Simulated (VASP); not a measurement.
# ZnS (Wurtzite-2H) (P6_3mc) in VASP: further runs

The runs below take ZnS (Wurtzite-2H) through single point, with RPBE+D4, PBEsol, PBE-based screened hybrid.

Everything below comes from runs of VASP 6.6.1. Logs are shortened: lines on timing, memory, paths and dates and some standing lists are left out, and cuts for length are marked.

**Experimental background.**

A printed reference work, monograph reports, for a bulk crystal of ZnS at 4 K: band gap 3.911 eV (direct).

How close the calculation comes is told below.

## 1. The cell of the first run

Symmetry: P6_3mc, No. 186, hexagonal system. The conventional cell has a = 3.836 Å, b = 3.836 Å, c = 6.275 Å, α = 90.00°, β = 90.00°, γ = 120.00°. Zn (site symmetry 3m) has 4 S at 2.33 to 2.42 Å within 3.1 Å. S (site symmetry 3m) has 4 Zn at 2.33 to 2.42 Å within 3.1 Å.

## 2. Single point, RPBE+D4

The input, INCAR:

```
SYSTEM = ZnS
ALGO = Normal
EDIFF = 1E-6
ENCUT = 520
GGA = RP
ISIF = 2
ISMEAR = -1
IVDW = 13
LASPH = .True.
LCHARG = .True.
LELF = .True.
LREAL = .False.
LVHAR = .True.
LWAVE = .False.
NBANDS = 26
NELM = 60
PREC = Accurate
SIGMA = 0.05
```

The input, KPOINTS:

```
k-points
0
Gamma
  8 8 5
  0 0 0
```

The input, POSCAR:

```
ZnS
1.0
    3.8362391461      0.0000000000      0.0000000000
   -1.9181195731      3.3222805555      0.0000000000
    0.0000000000      0.0000000000      6.2752859714
Zn S
2 2
Direct
    0.6666666667      0.3333333333      0.5000000000
    0.3333333333      0.6666666667      0.0000000000
    0.6666666667      0.3333333333      0.8850000000
    0.3333333333      0.6666666667      0.3850000000
```

Potentials or basis: VASP PAW PBE potentials, release 64 (Zn, S).

On the command line:

```
$ cat potpaw_PBE.64/Zn/POTCAR potpaw_PBE.64/S/POTCAR > POTCAR
$ mpirun -np 1 vasp_std > vasp.out
```

OUTCAR:

```text
SYSTEM = ZnS
   EDIFF = 1E-6
   ENCUT = 520
   GGA = RP
   ISIF = 2
   ISMEAR = -1
   IVDW = 13
   LASPH = .True.
   LREAL = .False.
   NELM = 60
   PREC = Accurate

 ion  position               nearest neighbor table
   1  0.667  0.333  0.500-   4 2.33   4 2.33   4 2.33   3 2.42
   2  0.333  0.667  0.000-   3 2.33   3 2.33   3 2.33   4 2.42
   3  0.667  0.333  0.885-   2 2.33   2 2.33   2 2.33   1 2.42
   4  0.333  0.667  0.385-   1 2.33   1 2.33   1 2.33   2 2.42

  LATTYP: Found a hexagonal cell.
 ALAT       =     3.8362391461
 C/A-ratio  =     1.6357911310

  Lattice vectors:

 A1 = (   3.8362391461,   0.0000000000,   0.0000000000)
 A2 = (  -1.9181195731,   3.3222805555,   0.0000000000)
 A3 = (   0.0000000000,   0.0000000000,   6.2752859714)

Analysis of symmetry for initial positions (statically):
=====================================================================
 Subroutine PRICEL returns:
 Original cell was already a primitive cell.

 Routine SETGRP: Setting up the symmetry group for a
 hexagonal supercell.

 Subroutine GETGRP returns: Found 12 space group operations
 (whereof  6 operations were pure point group operations)
 out of a pool of 24 trial point group operations.

The static configuration has the point symmetry C_3v.
 The point group associated with its full space group is C_6v.

Analysis of symmetry for dynamics (positions and initial velocities):
=====================================================================
 Subroutine PRICEL returns:
 Original cell was already a primitive cell.

 Routine SETGRP: Setting up the symmetry group for a
 hexagonal supercell.

 Subroutine GETGRP returns: Found 12 space group operations
 (whereof  6 operations were pure point group operations)
 out of a pool of 24 trial point group operations.

The dynamic configuration has the point symmetry C_3v.
 The point group associated with its full space group is C_6v.

 Subroutine INISYM returns: Found 12 space group operations
 (whereof  6 operations are pure point group operations),
 and found     1 'primitive' translations

----------------------------------------------------------------------------------------

                                     Primitive cell

  volume of cell :      79.9789

  direct lattice vectors                    reciprocal lattice vectors
     3.836239146  0.000000000  0.000000000     0.260671966  0.150499030  0.000000000
    -1.918119573  3.322280555  0.000000000     0.000000000  0.300998059  0.000000000
     0.000000000  0.000000000  6.275285971     0.000000000  0.000000000  0.159355287

  length of vectors
     3.836239146  3.836239146  6.275285971     0.300998059  0.300998059  0.159355287

  position of ions in fractional coordinates (direct lattice)
     0.666666667  0.333333333  0.500000000
     0.333333333  0.666666667  0.000000000
     0.666666667  0.333333333  0.885000000
     0.333333333  0.666666667  0.385000000

  ion indices of the primitive-cell ions
   primitive index   ion index
                 1           1
                 2           2
                 3           3
                 4           4

----------------------------------------------------------------------------------------

 KPOINTS: k-points

Automatic generation of k-mesh.
 Grid dimensions read from file:
 generate k-points for:    8    8    5

 Generating k-lattice:

  Cartesian coordinates                     Fractional coordinates (reciprocal lattice)
     0.032583996  0.018812379  0.000000000     0.125000000  0.000000000  0.000000000
     0.000000000  0.037624757  0.000000000     0.000000000  0.125000000  0.000000000
     0.000000000  0.000000000  0.031871057     0.000000000  0.000000000  0.200000000

  Length of vectors
     0.037624757  0.037624757  0.031871057

  Shift w.r.t. Gamma in fractional coordinates (k-lattice)
     0.000000000  0.000000000  0.000000000

 Subroutine IBZKPT returns following result:
 ===========================================

 Found     30 irreducible k-points:

 Following reciprocal coordinates:
            Coordinates               Weight
  0.000000  0.000000  0.000000      1.000000
  0.125000 -0.000000  0.000000      6.000000
  0.250000 -0.000000  0.000000      6.000000
  0.375000  0.000000  0.000000      6.000000
  0.500000 -0.000000  0.000000      3.000000
  0.125000  0.125000  0.000000      6.000000
[... 16 lines left out ...]
  0.250000 -0.000000  0.400000     12.000000
  0.375000  0.000000  0.400000     12.000000
 [... further k-points ...]
   k-points           NKPTS =     30   k-points in BZ     NKDIM =     30   number of bands    NBANDS=     26
   number of dos      NEDOS =    301   number of ions     NIONS =      4
   total plane-waves  NPLWV =  43200
   dimension x,y,z NGX =    30 NGY =   30 NGZ =   48
   dimension x,y,z NGXF=    60 NGYF=   60 NGZF=   96
   ions per type =               2   2
   NGX,Y,Z   is equivalent  to a cutoff of  13.00, 13.00, 12.72 a.u.
   NGXF,Y,Z  is equivalent  to a cutoff of  26.00, 26.00, 25.43 a.u.
 SYSTEM =  ZnS
   PREC   = accura    normal or accurate (medium, high low for compatibility)
   ISTART =      0    job   : 0-new  1-cont  2-samecut
   ICHARG =      2    charge: 1-file 2-atom 10-const
   ISPIN  =      1    spin polarized calculation?
   LNONCOLLINEAR =      F non collinear calculations
   LSORBIT =      F    spin-orbit coupling
   LASPH  =      T    aspherical Exc in radial PAW
   ENCUT  =  520.0 eV  38.22 Ry    6.18 a.u.   7.13  7.13 11.67*2*pi/ulx,y,z
   NELM   =     60;   NELMIN=  2; NELMDL= -5     # of ELM steps
   EDIFF  = 0.1E-05   stopping-criterion for ELM
   LREAL  =      F    real-space projection
   EDIFFG = 0.1E-04   stopping-criterion for IOM
   NSW    =      0    number of steps for IOM
   IBRION =     -1    ionic relax: 0-MD 1-quasi-New 2-CG
   NFREE  =      0    steps in history (QN), initial steepest desc. (CG)
   ISIF   =      2    stress and relaxation
   ISYM   =      2    0-nonsym 1-usesym 2-fastsym
   POTIM  = 0.5000    time-step for ionic-motion
   TEBEG  =    0.0;   TEEND  =   0.0 temperature during run
   PSTRESS=    0.0 pullay stress
   NELECT =      36.0000    total number of electrons
   NUPDOWN=      -1.0000    fix difference up-down
   EMIN   =  10.00;   EMAX   =-10.00  energy-range for DOS
   EFERMI =   0.00;   METHOD = LEGACY
   ISMEAR =    -1;   SIGMA  =   0.05  broadening in eV -4-tet -1-fermi 0-gaus
   EFERMI_NEDOS =   21; number of points for ismear=-14 and -15
   IALGO  =     38    algorithm
   IMIX   =      4    mixing-type and parameters
     AMIX     =   0.40;   BMIX     =  1.00
     AMIX_MAG =   1.60;   BMIX_MAG =  1.00
  volume/ion in A,a.u.               =      19.99       134.93
  Fermi-wavevector in a.u.,A,eV,Ry     =   1.254634  2.370915 21.417030  1.574107
  Thomas-Fermi vector in A             =   2.388430
   LORBIT       =      0    0 simple, 1 ext, 2 COOP (PROOUT), +10 PAW based schemes
   GGA     = RP    functional components
   LHFCALC =     F    Hartree Fock is set to
   AEXX    =    0.0000 exact exchange contribution
   IVDW    =    13    specifies the selected vdW correction
   LEPSILON=     F    determine dielectric tensor
   LRPA    =     F    only Hartree local field effects (RPA)
 non-spin polarized calculation
  energy-cutoff  :      520.00
  volume of cell :       79.98
 maximum number of plane-waves:      2180
 NGX is ok and might be reduce to    30
   NGX = 15   NGY = 15   NGZ = 23

 number of electron      36.0000015 magnetization

 Free energy of the ion-electron system (eV)
  ---------------------------------------------------
  ext. energy  EPLUGINS =         0.00000000
  ---------------------------------------------------
  free energy    TOTEN  =       -12.34122926 eV

  energy without entropy =      -12.34122926  energy(sigma->0) =      -12.34122926

 E-fermi :   3.0865     XC(G=0):  -9.3341

 val. band max:        2.0955203487   @ k =   0.0000   0.0000   0.0000
 cond. band min:       4.4249138509   @ k =   0.0000   0.0000   0.0000
 fundamental gap:      2.3293935022
 Fermi energy:         3.0865470577

 k-point     1 :       0.0000    0.0000    0.0000
  band No.  band energies     occupation
      1     -10.9477      2.00000
      2     -10.0709      2.00000
      3      -4.1524      2.00000
      4      -4.1524      2.00000
      5      -4.0897      2.00000
      6      -4.0897      2.00000
[... 18 lines left out ...]
     25       9.7470      0.00000
     26      11.4986      0.00000

 k-point     2 :       0.1250   -0.0000    0.0000
  band No.  band energies     occupation
      1     -10.8460      2.00000
      2     -10.0127      2.00000
      3      -4.1584      2.00000
      4      -4.1282      2.00000
      5      -4.0819      2.00000
      6      -4.0584      2.00000
[... 18 lines left out ...]
     25      10.2204      0.00000
     26      10.8515      0.00000

 k-point     3 :       0.2500   -0.0000    0.0000
  band No.  band energies     occupation
      1     -10.5741      2.00000
      2      -9.8770      2.00000
      3      -4.1540      2.00000
      4      -4.0744      2.00000
      5      -4.0567      2.00000
      6      -3.9798      2.00000
[... 18 lines left out ...]
     25      10.5811      0.00000
     26      11.0718      0.00000

 k-point     4 :       0.3750    0.0000    0.0000
  band No.  band energies     occupation
      1     -10.2398      2.00000
      2      -9.7672      2.00000
      3      -4.1234      2.00000
      4      -4.0311      2.00000
      5      -3.9865      2.00000
      6      -3.8955      2.00000
[... 18 lines left out ...]
     25      10.9838      0.00000
     26      12.3874      0.00000
[... 496 lines left out ...]
      1     -10.5848      2.00000
      2     -10.3291      2.00000
      3      -4.1479      2.00000
      4      -4.1199      2.00000
      5      -4.1095      2.00000
      6      -4.0880      2.00000
[... 18 lines left out ...]
     25       9.5328      0.00000
     26       9.8763      0.00000

 k-point    23 :       0.2500   -0.0000    0.4000
  band No.  band energies     occupation
      1     -10.3484      2.00000
      2     -10.1334      2.00000
      3      -4.1487      2.00000
      4      -4.1114      2.00000
      5      -4.0453      2.00000
      6      -4.0159      2.00000
[... 18 lines left out ...]
     25      10.0970      0.00000
     26      10.5795      0.00000

 k-point    24 :       0.3750    0.0000    0.4000
  band No.  band energies     occupation
      1     -10.0767      2.00000
      2      -9.9300      2.00000
      3      -4.1278      2.00000
      4      -4.0851      2.00000
      5      -3.9859      2.00000
      6      -3.9436      2.00000
[... 18 lines left out ...]
     25      11.2224      0.00000
     26      11.5153      0.00000

 [... further k-points ...]

------------------------ aborting loop because EDIFF is reached ----------------------------------------

  DFT-D4 for vdW energy calculation

  Edisp (eV):   -2.35879

  FORCE on cell =-STRESS in cart. coord.  units (eV):
  Direction    XX          YY          ZZ          XY          YZ          ZX
  --------------------------------------------------------------------------------------
  -------------------------------------------------------------------------------------
  Total      -0.74003    -0.74003    -1.76856     0.00000     0.00000     0.00000
  in kB     -14.82461   -14.82461   -35.42864     0.00000     0.00000     0.00000
  external pressure =      -21.69 kB  Pullay stress =        0.00 kB

 VOLUME and BASIS-vectors are now :
 -----------------------------------------------------------------------------
  energy-cutoff  :      520.00
  volume of cell :       79.98
      direct lattice vectors                 reciprocal lattice vectors
     3.836239146  0.000000000  0.000000000     0.260671966  0.150499030  0.000000000
    -1.918119573  3.322280555  0.000000000     0.000000000  0.300998059  0.000000000
     0.000000000  0.000000000  6.275285971     0.000000000  0.000000000  0.159355287

 POSITION                                       TOTAL-FORCE (eV/Angst)
 -----------------------------------------------------------------------------------
      1.91812      1.10743      3.13764        -0.000000     -0.000000      0.303208
     -0.00000      2.21485      0.00000         0.000000     -0.000000      0.303208
      1.91812      1.10743      5.55363         0.000000     -0.000000     -0.303208
     -0.00000      2.21485      2.41599        -0.000000      0.000000     -0.303208
 -----------------------------------------------------------------------------------
    total drift:                               -0.000000     -0.000000      0.000406

  FREE ENERGIE OF THE ION-ELECTRON SYSTEM (eV)
  ---------------------------------------------------
  free  energy   TOTEN  =       -14.7000180531 eV

  energy  without entropy=      -14.7000180530  energy(sigma->0) =      -14.70001805
```

Wall time 26 s (1 thread of Intel Xeon 6975P-C (Granite Rapids), shared host); peak memory 0.22 GiB.

What came out:

```yaml
Free_energy: -14.7000 eV
Pressure: -2.2 GPa
Largest_force: 0.303 eV/Å
Band_gap_on_the_k_mesh: 2.33 eV, direct
Dispersion_energy_per_atom: -0.590 eV
```

Forces in eV/Å, atoms in the order of the input:
```
Zn   0.000  0.000  0.303
Zn   0.000  0.000  0.303
S    0.000  0.000 -0.303
S    0.000  0.000 -0.303
```

Stress tensor (GPa, compression positive):
```
-1.48  0.00  0.00
 0.00 -1.48  0.00
 0.00  0.00 -3.54
```

Levels at points of the mesh, in eV from the valence-band top:
```csv
k point,band 16,band 17,band 18,band 19,band 20,band 21
"(0.00, 0.00, 0.00)",-0.01,-0.01,0.00,2.33,3.08,6.37
"(0.50, 0.00, 0.00)",-2.17,-1.48,-0.95,3.75,4.32,5.32
```

Caveat: the PAW data sets were made with another functional, which shifts forces and pressure a little.

(Part 1 of 2 ends here.)
